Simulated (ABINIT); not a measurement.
## ZnSe (Stilleite): G0W0 in ABINIT against the k mesh

Wanted: the cheapest k mesh that holds the gap of ZnSe (Stilleite).

Main program and level: ABINIT 10.8.3; PBE and many-body steps on it, plane waves.

Report form: the programs' logs are mostly left out.

**1. Starting point**

Symmetry: F-43m, No. 216, cubic system. Conventional cell: a = 5.668 Å, b = 5.668 Å, c = 5.668 Å, α = 90.00°, β = 90.00°, γ = 90.00°. Nearest to Zn lie 4 Se at 2.45 Å. Nearest to Se lie 4 Zn at 2.45 Å. Farther neighbours and most contacts between anions are not listed.

Structure file:

```cif
data_structure
_symmetry_space_group_name_H-M 'P 1'
_symmetry_Int_Tables_number 1
_cell_length_a 4.0076
_cell_length_b 4.0076
_cell_length_c 4.0076
_cell_angle_alpha 60.000
_cell_angle_beta 60.000
_cell_angle_gamma 60.000
_cell_volume 45.51
loop_
_atom_site_label
_atom_site_type_symbol
_atom_site_fract_x
_atom_site_fract_y
_atom_site_fract_z
_atom_site_occupancy
Zn1 Zn 0.00000 0.00000 0.00000 1
Se2 Se 0.25000 0.25000 0.25000 1
```

The cell and positions come from the Crystallography Open Database and are kept as given unless a step says otherwise.

**2. Empty states on the mesh, 4×4×4 mesh, 318 bands**

This step: ABINIT 10.8.3; DFT, PBE, plane waves, norm-conserving pseudopotentials.

The sums over transitions need many empty states on a uniform mesh; this step solves for them.

File run.abi:

```
acell 3*1.0 Angstrom
rprim 
  -0.000000000000 2.833800000000 2.833800000000
  2.833800000000 0.000000000000 2.833800000000
  2.833800000000 2.833800000000 -0.000000000000
ntypat 2
znucl 30 34
natom 2
typat 1 2
xred 
  0.000000000000 0.000000000000 0.000000000000
  0.250000000000 0.250000000000 0.250000000000
pp_dirpath "pseudos"
pseudos "Zn.upf, Se.upf"
ecut 39
ngkpt 4 4 4
nshiftk 1
shiftk 0 0 0
kptopt 1
chksymbreak 0
irdden 1
istwfk *1
nband 318
prtvol 0
optdriver 6
gwr_task "HDIAGO"
paral_kgb 0
occopt 1
indata_prefix "in"
outdata_prefix "out"
tmpdata_prefix "tmp"
```

Launch:

```sh
> OMP_NUM_THREADS=1 mpirun -n 8 abinit run.abi > log
```

Elapsed: 30 s, on 8 MPI ranks of Intel Xeon Platinum 8488C (Sapphire Rapids), shared host; peak memory 6.1 GiB; 4 min of CPU time.

Numbers from this step:

* gap: 1.288 eV
* k of the valence top: 0, 0, 0
* k of the conduction bottom: 0, 0, 0
* least direct gap: 1.288 eV
* k points computed: 8
* lowest point of the top converged band, above the valence top: 189.0183 eV

On this mesh the gap is 1.288 eV.

The density comes from a self-consistent run that is not shown.

**3. Empty states on the mesh, 2×2×2 mesh, 99 bands**

run.abi: that of step 2 with these lines changed.

```diff
@@ -15,3 +15,3 @@
 ecut 39
-ngkpt 4 4 4
+ngkpt 2 2 2
 nshiftk 1
@@ -22,3 +22,3 @@
 istwfk *1
-nband 318
+nband 99
 prtvol 0
```

Run time: 14 s. Hardware: 8 MPI ranks; peak memory 4.3 GiB.

This step gave:

| Quantity | Value |
| --- | --- |
| gap | 1.288 eV |
| k of the valence top | 0, 0, 0 |
| k of the conduction bottom | 0, 0, 0 |
| least direct gap | 1.288 eV |
| k points computed | 3 |
| lowest point of the top converged band, above the valence top | 72.2899 eV |

On this mesh the gap is 1.288 eV.

**4. Empty states on the mesh, 6×6×6 mesh, 99 bands**

run.abi: that of step 3 with these lines changed.

```diff
@@ -15,3 +15,3 @@
 ecut 39
-ngkpt 2 2 2
+ngkpt 6 6 6
 nshiftk 1
```

Run time: 55 s. Hardware: 8 MPI ranks; peak memory 6 GiB; 7.4 min of CPU time.

This step gave:

* gap: 1.288 eV
* k of the valence top: 0, 0, 0
* k of the conduction bottom: 0, 0, 0
* least direct gap: 1.288 eV
* k points computed: 16
* lowest point of the top converged band, above the valence top: 71.5667 eV

On this mesh the gap is 1.288 eV.

**5. Empty states on the mesh, 8×8×8 mesh, 99 bands**

run.abi: that of step 4 with these lines changed.

```diff
@@ -15,3 +15,3 @@
 ecut 39
-ngkpt 6 6 6
+ngkpt 8 8 8
 nshiftk 1
```

Run time: 1.7 min. Hardware: 8 MPI ranks; peak memory 6 GiB; 14 min of CPU time.

Numbers from this step:

| Item | Value |
| --- | --- |
| gap | 1.288 eV |
| k of the valence top | 0, 0, 0 |
| k of the conduction bottom | 0, 0, 0 |
| least direct gap | 1.288 eV |
| k points computed | 29 |
| lowest point of the top converged band, above the valence top | 71.7346 eV |

On this mesh the gap is 1.288 eV.

**6. Screening, 2×2×2 mesh, 91 bands, screening to 163.3 eV**

The RPA dielectric matrix is built and inverted for each q.

This step: RPA screening on PBE, plane waves, norm-conserving pseudopotentials.

run.abi: that of step 5 with these lines changed.

```diff
@@ -15,3 +15,3 @@
 ecut 39
-ngkpt 8 8 8
+ngkpt 2 2 2
 nshiftk 1
@@ -20,10 +20,11 @@
 chksymbreak 0
-irdden 1
 istwfk *1
-nband 99
-prtvol 0
-optdriver 6
-gwr_task "HDIAGO"
-paral_kgb 0
 occopt 1
+irdwfk 1
+optdriver 3
+nband 91
+ecuteps 6
+inclvkb 2
+awtr 1
+symchi 1
 indata_prefix "in"
```

The job ended after 3.5 s (8 MPI ranks; peak memory 1 GiB; 26 s of CPU time).

Numbers from this step:

```
ε∞ with local fields, on this mesh, along the program's q direction : 56.14
the same without local fields                                       : 63.15
plasma frequency                                                    : 33.02 eV
plane waves in the screening matrix                                 : 181
```

Local fields lower ε∞ by 11 %. On a Γ-centred mesh this coarse the value itself is usually too large, while a short band sum pulls it down.

**7. 2×2×2**

This step: G0W0 on PBE, plane waves, norm-conserving pseudopotentials.

run.abi: that of step 6 with these lines changed.

```diff
@@ -23,8 +23,15 @@
 irdwfk 1
-optdriver 3
+optdriver 4
 nband 91
+gwcalctyp 0
+ecutsigx 39
+symsigma 1
+nkptgw 1
+kptgw 
+  0.0000000000 0.0000000000 0.0000000000
+bdgw 
+  16 22
 ecuteps 6
-inclvkb 2
-awtr 1
-symchi 1
+irdscr 1
+ppmodel 1
 indata_prefix "in"
```

Wall time 2.9 s (8 MPI ranks); peak memory 0.14 GiB.

Numbers from this step:

```
G0W0 gap on the points computed              : 2.416 eV
starting gap on the mesh                     : 1.288 eV
k of the valence top                         : 0, 0, 0
k of the conduction bottom                   : 0, 0, 0
Z at the valence top                         : 0.808
Z at the conduction bottom                   : 0.822
least direct G0W0 gap on the computed points : 2.416 eV
```

**8. Screening, 4×4×4 mesh, 91 bands, screening to 163.3 eV**

This step: RPA screening on PBE, plane waves, norm-conserving pseudopotentials.

run.abi: that of step 7 with these lines changed.

```diff
@@ -15,3 +15,3 @@
 ecut 39
-ngkpt 2 2 2
+ngkpt 4 4 4
 nshiftk 1
@@ -23,15 +23,8 @@
 irdwfk 1
-optdriver 4
+optdriver 3
 nband 91
-gwcalctyp 0
-ecutsigx 39
-symsigma 1
-nkptgw 1
-kptgw 
-  0.0000000000 0.0000000000 0.0000000000
-bdgw 
-  16 22
 ecuteps 6
-irdscr 1
-ppmodel 1
+inclvkb 2
+awtr 1
+symchi 1
 indata_prefix "in"
```

The job ended after 17 s (8 MPI ranks; peak memory 1.6 GiB).

Numbers from this step:

| Quantity | Value |
| --- | --- |
| ε∞ with local fields, on this mesh, along the program's q direction | 14.01 |
| the same without local fields | 14.99 |
| plasma frequency | 33.02 eV |
| plane waves in the screening matrix | 181 |

**9. 4×4×4**

The self-energy is evaluated for the states that the input lists, and the levels follow from it, in one-shot runs by the linearised quasiparticle equation.

This step: G0W0 on PBE, plane waves, norm-conserving pseudopotentials.

run.abi: that of step 8 with these lines changed.

```diff
@@ -23,8 +23,15 @@
 irdwfk 1
-optdriver 3
+optdriver 4
 nband 91
+gwcalctyp 0
+ecutsigx 39
+symsigma 1
+nkptgw 1
+kptgw 
+  0.0000000000 0.0000000000 0.0000000000
+bdgw 
+  16 22
 ecuteps 6
-inclvkb 2
-awtr 1
-symchi 1
+irdscr 1
+ppmodel 1
 indata_prefix "in"
```

Elapsed: 3.7 s, on 8 MPI ranks; peak memory 1.1 GiB.

This step gave:

* G0W0 gap on the points computed: 2.54 eV
* starting gap on the mesh: 1.288 eV
* k of the valence top: 0, 0, 0
* k of the conduction bottom: 0, 0, 0
* Z at the valence top: 0.798
* Z at the conduction bottom: 0.815
* least direct G0W0 gap on the computed points: 2.54 eV

The gap on the mesh goes from 1.29 eV to 2.54 eV, a correction of +1.25 eV.

**10. Screening, 6×6×6 mesh, 91 bands, screening to 163.3 eV**

This step: RPA screening on PBE, plane waves, norm-conserving pseudopotentials.

run.abi: that of step 9 with these lines changed.

```diff
@@ -15,3 +15,3 @@
 ecut 39
-ngkpt 4 4 4
+ngkpt 6 6 6
 nshiftk 1
@@ -23,15 +23,8 @@
 irdwfk 1
-optdriver 4
+optdriver 3
 nband 91
-gwcalctyp 0
-ecutsigx 39
-symsigma 1
-nkptgw 1
-kptgw 
-  0.0000000000 0.0000000000 0.0000000000
-bdgw 
-  16 22
 ecuteps 6
-irdscr 1
-ppmodel 1
+inclvkb 2
+awtr 1
+symchi 1
 indata_prefix "in"
```

Run time: 1.7 min. Hardware: 8 MPI ranks; peak memory 2.6 GiB; 14 min of CPU time.

This step gave:

```yaml
eps_infinity_with_local_fields_on_this_mesh_along_the_program_s_q_direction: 8.675
the_same_without_local_fields: 9.493
plasma_frequency: 33.02 eV
plane_waves_in_the_screening_matrix: 181
```

**11. 6×6×6**

This step: G0W0 on PBE, plane waves, norm-conserving pseudopotentials.

run.abi: that of step 10 with these lines changed.

```diff
@@ -23,8 +23,15 @@
 irdwfk 1
-optdriver 3
+optdriver 4
 nband 91
+gwcalctyp 0
+ecutsigx 39
+symsigma 1
+nkptgw 1
+kptgw 
+  0.0000000000 0.0000000000 0.0000000000
+bdgw 
+  16 22
 ecuteps 6
-inclvkb 2
-awtr 1
-symchi 1
+irdscr 1
+ppmodel 1
 indata_prefix "in"
```

The job ended after 5.2 s (8 MPI ranks; peak memory 1.5 GiB; 40 s of CPU time).

This step gave:

* G0W0 gap on the points computed: 2.593 eV
* starting gap on the mesh: 1.288 eV
* k of the valence top: 0, 0, 0
* k of the conduction bottom: 0, 0, 0
* least direct G0W0 gap on the computed points: 2.593 eV

Against the run before, the gap moves by +0.053 eV.

**12. Screening, 8×8×8 mesh, 91 bands, screening to 163.3 eV**

This step: RPA screening on PBE, plane waves, norm-conserving pseudopotentials.

run.abi: that of step 11 with these lines changed.

```diff
@@ -15,3 +15,3 @@
 ecut 39
-ngkpt 6 6 6
+ngkpt 8 8 8
 nshiftk 1
@@ -23,15 +23,8 @@
 irdwfk 1
-optdriver 4
+optdriver 3
 nband 91
-gwcalctyp 0
-ecutsigx 39
-symsigma 1
-nkptgw 1
-kptgw 
-  0.0000000000 0.0000000000 0.0000000000
-bdgw 
-  16 22
 ecuteps 6
-irdscr 1
-ppmodel 1
+inclvkb 2
+awtr 1
+symchi 1
 indata_prefix "in"
```

The job ended after 8.1 min (8 MPI ranks; peak memory 4.2 GiB; 65 min of CPU time).

This step gave:

```
ε∞ with local fields, on this mesh, along the program's q direction : 7.428
the same without local fields                                       : 8.230
plasma frequency                                                    : 33.02 eV
plane waves in the screening matrix                                 : 181
```

**13. 8×8×8**

This step: G0W0 on PBE, plane waves, norm-conserving pseudopotentials.

run.abi: that of step 12 with these lines changed.

```diff
@@ -23,8 +23,15 @@
 irdwfk 1
-optdriver 3
+optdriver 4
 nband 91
+gwcalctyp 0
+ecutsigx 39
+symsigma 1
+nkptgw 1
+kptgw 
+  0.0000000000 0.0000000000 0.0000000000
+bdgw 
+  16 22
 ecuteps 6
-inclvkb 2
-awtr 1
-symchi 1
+irdscr 1
+ppmodel 1
 indata_prefix "in"
```

It took 7.5 s on 8 MPI ranks; peak memory 3.6 GiB; 58 s of CPU time.

This step gave:

* G0W0 gap on the points computed: 2.604 eV
* starting gap on the mesh: 1.288 eV
* k of the valence top: 0, 0, 0
* k of the conduction bottom: 0, 0, 0
* least direct G0W0 gap on the computed points: 2.604 eV

Against the run before, the gap moves by +0.011 eV.

**14. The runs together**

Times are wall times on 8 MPI ranks of Intel Xeon Platinum 8488C (Sapphire Rapids), shared host, good to a factor of about two. A run's time includes the screening step that it read.

```
  run   mesh  bands  screening cutoff (eV)  DFT gap (eV)  gap on the mesh (eV)  direct (eV)  ε∞ used     time
2×2×2  2×2×2     91                  163.3         1.288                 2.416        2.416    56.14    6.4 s
4×4×4  4×4×4     91                  163.3         1.288                 2.540        2.540    14.01     21 s
6×6×6  6×6×6     91                  163.3         1.288                 2.593        2.593     8.68  1.8 min
8×8×8  8×8×8     91                  163.3         1.288                 2.604        2.604     7.43  8.2 min
```

**15. Results**

- 2×2×2: 2.416 eV
- 4×4×4: 2.540 eV
- 6×6×6: 2.593 eV
- 8×8×8: 2.604 eV
- known limits: not at the basis limit; exchange with frozen shells missing; no spin-orbit coupling; coarse k mesh

What this shows: The setting moved: k mesh. From 2×2×2 to 8×8×8 the gap moves by +0.19 eV, for 77 times the time. The last step still moves it by +0.011 eV. Bands and screening cutoff are coupled, so a series along one setting does not show full convergence. Bands and cutoff are finite, so the gap is not at the basis limit. The miss can reach some tenths of an eV and take either sign; the mesh is an error of its own. In the G0W0 runs levels were corrected at 1 k point alone, so a gap called «on the mesh» is the least over those, and an edge elsewhere would be missed. The 2×2×2 mesh is coarse for this cell, which bears on the long-range parts of exchange and screening. The norm-conserving file of at least one element keeps a d shell over frozen s and p shells of the same row. Exchange with those shells is missing from the self-energy, an error of 0.3 to 0.9 eV in cases checked, whose sign depends on which edge lies on those atoms. The many-body steps are scalar-relativistic: spin-orbit coupling is not in them.

[Paths, hosts, dates, memory and timing lines, banners, echoed tables and standing remarks are left out of the program output.]

[Logs are printed without paths, hosts, clocks, repeated set-up lines and the standing remarks that a program may print on its own settings, such as how far it seeks lower states.]

[Runs of the session that timed out or met a known fault of the program may be left out.]

[Hosts, paths, dates, database ids (printed as entryN), source tags and the programs' standing remarks are cut or masked in the printed files.]

[G0W0 gaps are taken among the corrected bands and points alone; a level outside them can change the order at an edge.]

[Where Ansatz stands beside ABINIT at settings called matched, ABINIT's density can come from a denser mesh and the files from another edition; pairs whose starting gaps differed by over 0.03 eV were left out, so agreement reads better than it is.]
